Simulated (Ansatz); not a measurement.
Results of r²SCAN (Ansatz, a first-principles code, plane waves, PAW) for rutile RuO2.

Run with plane-wave cutoff 560 eV, 12×12×18 k mesh (along the axes of the cell as run), Fermi–Dirac smearing 0.05 eV, no spin polarisation, scalar-relativistic PAW data made under PBE.

The cell is scaled about its equilibrium volume:

Shape and atoms are relaxed at each volume.

```json
[
 {"V (Å³/atom)": "9.976", "P (GPa)": "12.56", "c (Å)": "3.083", "a (Å)": "4.406"},
 {"V (Å³/atom)": "10.184", "P (GPa)": "5.93", "c (Å)": "3.095", "a (Å)": "4.444"},
 {"V (Å³/atom)": "10.392", "P (GPa)": "0.00", "c (Å)": "3.107", "a (Å)": "4.480"},
 {"V (Å³/atom)": "10.600", "P (GPa)": "-5.30", "c (Å)": "3.119", "a (Å)": "4.516"},
 {"V (Å³/atom)": "10.808", "P (GPa)": "-10.03", "c (Å)": "3.131", "a (Å)": "4.551"}
]
```
